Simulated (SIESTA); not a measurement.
# Ag under changes of volume

One of the cells (17.048 Å³/atom); the others are scaled copies at fixed shape and fractional positions:

```
CELL_PARAMETERS angstrom
0.00000 2.04275 2.04275
2.04275 0.00000 2.04275
2.04275 2.04275 0.00000
ATOMIC_POSITIONS crystal
Ag 0.00000 0.00000 0.00000
```

- Program: SIESTA 5.4.2
- Functional: AM05
- Potentials or basis: PseudoDojo 0.4 standard (PBEsol files)
- Basis: DZP (energy shift 0.002 Ry)
- Grid cutoff: 800 Ry
- Energy shift: 0.002 Ry
- k mesh: 11 × 11 × 11
- Occupations: fermi-dirac, width 0.05 eV
- Spin: no spin polarisation

```tsv
volume (Å³/atom)	energy over the lowest point (meV/atom)	pressure (GPa)
16.025	13.48	6.1
16.366	3.87	3.2
16.707	0.00	0.7
17.048	?	?
17.389	7.50	-3.6
17.730	16.96	-5.2
18.071	29.74	-6.7
```

**Question.** What does the run at 17.048 Å³/atom give?

**Answer.** Energy over the lowest point 1.63 meV/atom; pressure -1.7 GPa.

Worked out: A Birch-Murnaghan fit of order 3 (a polynomial in V^(-2/3)) to the other rows has its minimum at 16.77 Å³/atom with B0 = V·E''(V) = 115 GPa and B' = 6.9. It gives 1.57 meV/atom at 17.048 Å³/atom, against the run's 1.63, and -dE/dV = -1.8 GPa, against -1.7.

Energies are extrapolated to zero smearing.

Caveats: semicore shells carry a single zeta, which can move pressures by several GPa and volumes by a few percent; the potentials were made for another functional, which shifts forces and pressure; the basis of atomic orbitals isn't converged, which shifts pressures, moduli and gaps.
